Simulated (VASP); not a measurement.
A run of VASP 6.6.1:

The input INCAR:

```
PREC = Accurate ; ENCUT = 600
EDIFF = 1E-6 ; ISMEAR = 0
SIGMA = 0.03 ; LREAL = False
LASPH = True ; NELM = 80
ALGO = Normal ; ISIF = 3
LWAVE = False ; LCHARG = False
GGA = PE ; IBRION = 2
NSW = 90 ; EDIFFG = -0.01
```

File KPOINTS:

```
Automatic mesh
0
Gamma
  8 8 8
```

The input POSCAR:

```
BaO
1.0
    0.0000000000      2.7500000000      2.7500000000
    2.7500000000      0.0000000000      2.7500000000
    2.7500000000      2.7500000000      0.0000000000
Ba O
1 1
Direct
    0.0000000000      0.0000000000      0.0000000000
    0.5000000000      0.5000000000      0.5000000000
```

Potentials or basis: VASP PAW PBE potentials, release 64 (Ba_sv, O).

Run with:

```bash
$ cat potpaw_PBE.64/Ba_sv/POTCAR potpaw_PBE.64/O/POTCAR > POTCAR
$ mpirun -np 1 vasp_std > vasp.out
```

Hardware: 1 thread of Intel(R) Xeon(R) 6975P-C (Granite Rapids) (shared host).

Problem. How long does it take, and how much memory?

Solution. Run time: 18 s on 1 thread of Intel(R) Xeon(R) 6975P-C (Granite Rapids) (shared host), peak memory 0.19 GiB. Counts: scf iterations 33, k points 29, ion steps 3.
